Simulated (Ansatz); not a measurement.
Take a crystal in which As has been replaced by P on all its sites, with the cell rescaled by a rough guess (in some cases also distorted within its space group) and nothing relaxed:

```
P
1.0
     1.69741    0.98000    3.14764
    -1.69741    0.98000    3.14764
     0.00000   -1.96000    3.14764
P
2
Direct
  0.22754 0.22754 0.22754
  0.77246 0.77246 0.77246
```

Level of theory: DFT PBE, scalar-relativistic, plane waves, PAW (Ansatz).

Settings: cutoff 420 eV, Γ-centred mesh 15×15×15 on the computed 2-atom cell, Gaussian smearing of 0.10 eV; no spin polarisation.

Problem. Will this cell want to expand or contract, and how hard?

Solution. The pressure is 4.7 GPa (positive in compression), so the cell would expand.

Problem. Is it a metal on this mesh?

Solution. Yes, a band crosses the Fermi level.

This form isn't the element's structure at ambient conditions.